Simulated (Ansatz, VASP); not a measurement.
**NaF in VASP and in Ansatz**

Contents of POSCAR:

```
NaF
1.0
    0.0000000000      2.2972417931      2.2972417931
    2.1676773559      0.0000000000      2.2972417931
    2.1676773559      2.2972417931      0.0000000000
Na F
1 1
Direct
    0.0000000000      0.0000000000      0.0000000000
    0.5000000000      0.5000000000      0.5000000000
```

File INCAR.step1:

```
SYSTEM = NaF
ALGO     = Normal         ! electronic algorithm
EDIFF    = 1E-4           ! SCF threshold, eV
ENCUT    = 520            ! plane-wave cutoff, eV
GGA      = PE             ! functional
ISMEAR   = 0              ! smearing method
LASPH    = .True.         ! aspherical terms in the spheres
LCHARG   = .False.        ! write CHGCAR
LREAL    = .False.        ! projectors in reciprocal space
LWAVE    = .True.         ! write WAVECAR
NBANDS   = 14             ! bands
NELM     = 60             ! most SCF steps
PREC     = Accurate       ! precision mode
SIGMA    = 0.01           ! smearing width, eV
```

The input INCAR.step2:

```
SYSTEM = NaF
ALGO     = Normal         ! electronic algorithm
EDIFF    = 1E-6           ! SCF threshold, eV
ENCUT    = 520            ! plane-wave cutoff, eV
ISIF     = 2              ! what is computed and relaxed
ISMEAR   = 0              ! smearing method
ISTART   = 1            
LASPH    = .True.         ! aspherical terms in the spheres
LCHARG   = .True.         ! write CHGCAR
LELF     = .True.         ! ELF
LMIXTAU  = .True.       
LREAL    = .False.        ! projectors in reciprocal space
LVHAR    = .True.       
LWAVE    = .False.        ! write WAVECAR
METAGGA  = R2SCAN         ! meta-GGA
NBANDS   = 14             ! bands
NELM     = 60             ! most SCF steps
PREC     = Accurate       ! precision mode
SIGMA    = 0.01           ! smearing width, eV
```

File KPOINTS:

```
k-points
0
Gamma
  10 10 10
  0 0 0
```

Input for Ansatz:

```yaml
crystal:
  lattice:
    - [0.0, 2.2972417931, 2.2972417931]
    - [2.1676773559, 0.0, 2.2972417931]
    - [2.1676773559, 2.2972417931, 0.0]
  atoms:
    - { symbol: Na, position: [0.0, 0.0, 0.0] }
    - { symbol: F, position: [0.5, 0.5, 0.5] }
kpoints:
  mp_grid: { grid: [10, 10, 10] }
  band_path:
    path:
      - [0.0, 0.0, 0.0]
      - [0.5, 0.0, 0.5]
      - [0.625, 0.25, 0.625]
      - [0.375, 0.375, 0.75]
      - [0.5, 0.5, 0.5]
      - [0.5, 0.25, 0.75]
    npoints: 1
hamiltonian:
  xc: r2scan
scf:
  occupations: { method: fixed }
  n_extra_bands: 4
output:
  forces: true
  stress: true
  eigenvalues: true
```

Change from the starting cell: uniaxial_x strain -5.6%.

Alike in both runs: task single point; functional r2SCAN; k mesh 10 × 10 × 10; no spin polarisation.

```csv
,VASP,Ansatz
version,VASP 6.6.1,Ansatz 0.2.0
potentials or method,"VASP PAW PBE potentials, release 64 (Na_pv, F)","plane waves, PAW"
plane-wave cutoff (eV),520,500
occupations,"gaussian, width 0.01 eV",fixed
valence electrons in the cell,14,16
```

Ansatz gave:

| Property | Result |
| --- | --- |
| gap on the k mesh at the Fermi level (eV) | 7.61 |
| pressure (GPa) | 4.2 |
| largest component of the traceless stress (GPa) | 5.60 |

**Question.** Which values does VASP return?

**Answer.** gap on the k mesh at the Fermi level (eV): 7.64; pressure (GPa): 3.6; largest component of the traceless stress (GPa): 5.88.

The two sets of potentials don't hold the same shells in valence.

Caveats: the PAW data sets were made with another functional, which shifts forces and pressure a little (VASP). A k mesh can miss the band edges.
